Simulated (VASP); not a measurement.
# WC (P-6m2) in VASP: settings compared

Aim: see how the results for WC move with the level of theory and the settings. Levels: LDA, PBEsol. Tasks: relaxation of cell and atoms.

Everything below comes from runs of VASP 6.6.1. Logs are shortened: lines on timing, memory, paths and dates and some standing lists are left out, and cuts for length are marked.

### 1 The structure

It takes space group P-6m2 (No. 187, hexagonal). The conventional cell has a = 2.907 Å, b = 2.907 Å, c = 2.837 Å, α = 90.00°, β = 90.00°, γ = 120.00°. Around W (site symmetry -6m2) lie 6 C at 2.20 Å. Around C (site symmetry -6m2) lie 6 W at 2.20 Å.

### 2 Relaxation of cell and atoms, LDA

The input, INCAR:

```
ALGO = Normal
EDIFF = 1E-6
EDIFFG = -0.01
ENCUT = 600
GGA = CA
IBRION = 2
ISIF = 3
ISMEAR = 1
LASPH = T
LCHARG = F
LREAL = F
LWAVE = F
NELM = 80
NSW = 90
PREC = Accurate
SIGMA = 0.1
```

The input, KPOINTS:

```
k-points
0
Gamma
  15 15 13
```

The input, POSCAR:

```
WC
1.0
    2.9065000000      0.0000000000      0.0000000000
   -1.4532500000      2.5171028400      0.0000000000
    0.0000000000      0.0000000000      2.8366000000
W C
1 1
Direct
    0.0000000000      0.0000000000      0.0000000000
    0.6666666700      0.3333333300      0.5000000000
```

Potentials or basis: VASP PAW LDA potentials, release 64 (W_sv, C).

Command:

```sh
> cat potpaw_LDA.64/W_sv/POTCAR potpaw_LDA.64/C/POTCAR > POTCAR
> mpirun -np 1 vasp_std > vasp.out
```

OUTCAR:

```text
EDIFF = 1E-6
   EDIFFG = -0.01
   ENCUT = 600
   GGA = CA
   IBRION = 2
   ISIF = 3
   ISMEAR = 1
   LASPH = T
   LREAL = F
   NELM = 80
   NSW = 90
   PREC = Accurate

 ion  position               nearest neighbor table
   1  0.000  0.000  0.000-   2 2.20   2 2.20   2 2.20   2 2.20   2 2.20   2 2.20
   2  0.667  0.333  0.500-   1 2.20   1 2.20   1 2.20   1 2.20   1 2.20   1 2.20

  LATTYP: Found a hexagonal cell.
 ALAT       =     2.9065000000
 C/A-ratio  =     0.9759504559

  Lattice vectors:

 A1 = (   2.9065000000,   0.0000000000,   0.0000000000)
 A2 = (  -1.4532500000,   2.5171028400,   0.0000000000)
 A3 = (   0.0000000000,   0.0000000000,   2.8366000000)

Analysis of symmetry for initial positions (statically):
=====================================================================
 Subroutine PRICEL returns:
 Original cell was already a primitive cell.

 Routine SETGRP: Setting up the symmetry group for a
 hexagonal supercell.

 Subroutine GETGRP returns: Found 12 space group operations
 (whereof 12 operations were pure point group operations)
 out of a pool of 24 trial point group operations.

The static configuration has the point symmetry D_3h.

Analysis of symmetry for dynamics (positions and initial velocities):
=====================================================================
 Subroutine PRICEL returns:
 Original cell was already a primitive cell.

 Routine SETGRP: Setting up the symmetry group for a
 hexagonal supercell.

 Subroutine GETGRP returns: Found 12 space group operations
 (whereof 12 operations were pure point group operations)
 out of a pool of 24 trial point group operations.

The dynamic configuration has the point symmetry D_3h.

 Subroutine INISYM returns: Found 12 space group operations
 (whereof 12 operations are pure point group operations),
 and found     1 'primitive' translations

----------------------------------------------------------------------------------------

                                     Primitive cell

  volume of cell :      20.7525

  direct lattice vectors                    reciprocal lattice vectors
     2.906500000  0.000000000  0.000000000     0.344056425  0.198641069  0.000000000
    -1.453250000  2.517102840  0.000000000     0.000000000  0.397282139  0.000000000
     0.000000000  0.000000000  2.836600000     0.000000000  0.000000000  0.352534725

  length of vectors
     2.906500000  2.906500003  2.836600000     0.397282139  0.397282139  0.352534725

  position of ions in fractional coordinates (direct lattice)
     0.000000000  0.000000000  0.000000000
     0.666666670  0.333333330  0.500000000

  ion indices of the primitive-cell ions
   primitive index   ion index
                 1           1
                 2           2

----------------------------------------------------------------------------------------

 KPOINTS: k-points

Automatic generation of k-mesh.
 Grid dimensions read from file:
 generate k-points for:   15   15   13

 Generating k-lattice:

  Cartesian coordinates                     Fractional coordinates (reciprocal lattice)
     0.022937095  0.013242738  0.000000000     0.066666667  0.000000000  0.000000000
     0.000000000  0.026485476  0.000000000     0.000000000  0.066666667  0.000000000
     0.000000000  0.000000000  0.027118056     0.000000000  0.000000000  0.076923077

  Length of vectors
     0.026485476  0.026485476  0.027118056

  Shift w.r.t. Gamma in fractional coordinates (k-lattice)
     0.000000000  0.000000000  0.000000000

 Subroutine IBZKPT returns following result:
 ===========================================

 Found    189 irreducible k-points:

 Following reciprocal coordinates:
            Coordinates               Weight
  0.000000  0.000000  0.000000      1.000000
  0.066667  0.000000  0.000000      6.000000
  0.133333  0.000000  0.000000      6.000000
  0.200000  0.000000  0.000000      6.000000
  0.266667  0.000000  0.000000      6.000000
  0.333333  0.000000  0.000000      6.000000
[... 16 lines left out ...]
  0.333333  0.200000  0.000000     12.000000
  0.400000  0.200000  0.000000      6.000000
 [... further k-points ...]
   k-points           NKPTS =    189   k-points in BZ     NKDIM =    189   number of bands    NBANDS=     13
   number of dos      NEDOS =    301   number of ions     NIONS =      2
   total plane-waves  NPLWV =  13824
   dimension x,y,z NGX =    24 NGY =   24 NGZ =   24
   dimension x,y,z NGXF=    48 NGYF=   48 NGZF=   48
   ions per type =               1   1
   NGX,Y,Z   is equivalent  to a cutoff of  13.73, 13.73, 14.07 a.u.
   NGXF,Y,Z  is equivalent  to a cutoff of  27.46, 27.46, 28.13 a.u.
 SYSTEM =  unknown system
   PREC   = accura    normal or accurate (medium, high low for compatibility)
   ISTART =      0    job   : 0-new  1-cont  2-samecut
   ICHARG =      2    charge: 1-file 2-atom 10-const
   ISPIN  =      1    spin polarized calculation?
   LNONCOLLINEAR =      F non collinear calculations
   LSORBIT =      F    spin-orbit coupling
   LASPH  =      T    aspherical Exc in radial PAW
   ENCUT  =  600.0 eV  44.10 Ry    6.64 a.u.   5.81  5.81  5.67*2*pi/ulx,y,z
   NELM   =     80;   NELMIN=  2; NELMDL= -5     # of ELM steps
   EDIFF  = 0.1E-05   stopping-criterion for ELM
   LREAL  =      F    real-space projection
   EDIFFG = -.1E-01   stopping-criterion for IOM
   NSW    =     90    number of steps for IOM
   IBRION =      2    ionic relax: 0-MD 1-quasi-New 2-CG
   NFREE  =      1    steps in history (QN), initial steepest desc. (CG)
   ISIF   =      3    stress and relaxation
   ISYM   =      2    0-nonsym 1-usesym 2-fastsym
   POTIM  = 0.5000    time-step for ionic-motion
   TEBEG  =    0.0;   TEEND  =   0.0 temperature during run
   PSTRESS=    0.0 pullay stress
   NELECT =      18.0000    total number of electrons
   NUPDOWN=      -1.0000    fix difference up-down
   EMIN   =  10.00;   EMAX   =-10.00  energy-range for DOS
   EFERMI =   0.00;   METHOD = LEGACY
   ISMEAR =     1;   SIGMA  =   0.10  broadening in eV -4-tet -1-fermi 0-gaus
   EFERMI_NEDOS =   21; number of points for ismear=-14 and -15
   IALGO  =     38    algorithm
   IMIX   =      4    mixing-type and parameters
     AMIX     =   0.40;   BMIX     =  1.00
     AMIX_MAG =   1.60;   BMIX_MAG =  1.00
  volume/ion in A,a.u.               =      10.38        70.02
  Fermi-wavevector in a.u.,A,eV,Ry     =   1.561262  2.950358 33.164744  2.437540
  Thomas-Fermi vector in A             =   2.664353
   LORBIT       =      0    0 simple, 1 ext, 2 COOP (PROOUT), +10 PAW based schemes
   GGA     = CA    functional components
   LHFCALC =     F    Hartree Fock is set to
   AEXX    =    0.0000 exact exchange contribution
   IVDW    =     0    specifies the selected vdW correction
   LEPSILON=     F    determine dielectric tensor
   LRPA    =     F    only Hartree local field effects (RPA)
 conjugate gradient relaxation of ions
 non-spin polarized calculation
 Methfessel and Paxton  Order N= 1 SIGMA  =   0.10
  energy-cutoff  :      600.00
  volume of cell :       20.75
 maximum number of plane-waves:       704
 NGX is ok and might be reduce to    24
   NGX = 11   NGY = 11   NGZ = 11

--------------------------------------- Ionic step        1  -------------------------------------------

 number of electron      18.0000000 magnetization

 Free energy of the ion-electron system (eV)
  ---------------------------------------------------
  ext. energy  EPLUGINS =         0.00000000
  ---------------------------------------------------
  free energy    TOTEN  =       -24.69365238 eV

  energy without entropy =      -24.69353841  energy(sigma->0) =      -24.69361439

------------------------ aborting loop because EDIFF is reached ----------------------------------------

  FORCE on cell =-STRESS in cart. coord.  units (eV):
  Direction    XX          YY          ZZ          XY          YZ          ZX
  --------------------------------------------------------------------------------------
  -------------------------------------------------------------------------------------
  Total       -0.8964333     -0.8964333     -1.1191937      0.0000000      0.0000000      0.0000000
  in kB      -69.2084592    -69.2084594    -86.4065071      0.0000000      0.0000000      0.0000000
  external PRESSURE =     -74.9411419 kB  Pullay stress =       0.0000000 kB
[... 201 lines left out ...]
  energy  without entropy=      -24.7025469586  energy(sigma->0) =      -24.70262364

--------------------------------------- Ionic step        7  -------------------------------------------

 number of electron      18.0000001 magnetization

 Free energy of the ion-electron system (eV)
  ---------------------------------------------------
  ext. energy  EPLUGINS =         0.00000000
  ---------------------------------------------------
  free energy    TOTEN  =       -24.70267374 eV

  energy without entropy =      -24.70256026  energy(sigma->0) =      -24.70263591

 E-fermi :  11.2469     XC(G=0): -14.0803

 val. band max:       11.2420558710   @ k =   0.1333   0.0000   0.3846
 cond. band min:      11.2491693773   @ k =   0.4667   0.0667   0.3846
 fundamental gap:      0.0071135062
 Fermi energy:        11.2469436103

 k-point     1 :       0.0000    0.0000    0.0000
  band No.  band energies     occupation
      1     -62.2424      2.00000
      2     -26.4855      2.00000
      3     -26.3742      2.00000
      4     -26.3742      2.00000
      5      -3.1627      2.00000
      6       6.8286      2.00000
      7       7.8365      2.00000
      8       7.8365      2.00000
      9      11.3879     -0.06282
     10      14.5282      0.00000
     11      14.5282      0.00000
     12      16.9670      0.00000
     13      16.9670      0.00000
[... 353 lines left out ...]
 k-point    24 :       0.4000    0.2000    0.0000
  band No.  band energies     occupation
      1     -62.1717      2.00000
      2     -27.1557      2.00000
      3     -26.7775      2.00000
      4     -26.3540      2.00000
      5       0.7672      2.00000
      6       4.4292      2.00000
      7       7.1520      2.00000
      8       7.6811      2.00000
      9      11.2810      0.45917
     10      12.3250     -0.00000
     11      14.1872      0.00000
     12      15.3945      0.00000
     13      19.9045      0.00000

 [... further k-points ...]
[... 5 lines left out ...]
  --------------------------------------------------------------------------------------
  -------------------------------------------------------------------------------------
  Total        0.0157620      0.0157620      0.0185559      0.0000000     -0.0000000     -0.0000000
  in kB        1.2398064      1.2398064      1.4595651      0.0000000     -0.0000000     -0.0000000
  external PRESSURE =       1.3130593 kB  Pullay stress =       0.0000000 kB
[... 17 lines left out ...]
  FREE ENERGIE OF THE ION-ELECTRON SYSTEM (eV)
  ---------------------------------------------------
  free  energy   TOTEN  =       -24.7026737360 eV

  energy  without entropy=      -24.7025602575  energy(sigma->0) =      -24.70263591

 reached required accuracy - stopping structural energy minimisation
```

Wall time 60 s (1 thread of Intel Xeon 6975P-C (Granite Rapids), shared host); peak memory 0.19 GiB.

What came out:

- Free energy: -24.7027 eV
- Relaxed volume: 10.18 Å³/atom
- Relaxed cell: a = 2.889 Å, b = 2.889 Å, c = 2.818 Å, α = 90.00°, β = 90.00°, γ = 120.00°
- Space group after relaxing (to 0.05 Å): P-6m2 (No. 187)
- Energy gained by relaxing: 4.5 meV/atom
- Ionic steps: 7
- Pressure after relaxing: 0.1 GPa
- Band gap on the k mesh: none (metal or under the smearing width)

Step by step:
```
step  energy change (eV)  largest force (eV/Å)  pressure (GPa)  volume (Å³)
   1              0.0000                0.0000           -7.49        20.75
   2              0.0712                0.0000           25.26        19.33
   3             -0.0090                0.0000           -0.19        20.39
   4             -0.0090                0.0000           -0.08        20.38
   5             -0.0090                0.0000            0.08        20.37
   6             -0.0090                0.0000            0.17        20.37
   7             -0.0090                0.0000            0.13        20.37
```

Final structure:
```
CELL_PARAMETERS angstrom
2.88925 0.00000 0.00000
-1.44463 2.50217 0.00000
0.00000 0.00000 2.81752
ATOMIC_POSITIONS crystal
W 0.00000 0.00000 0.00000
C 0.66667 0.33333 0.50000
```

(Part 1 of 2 ends here.)
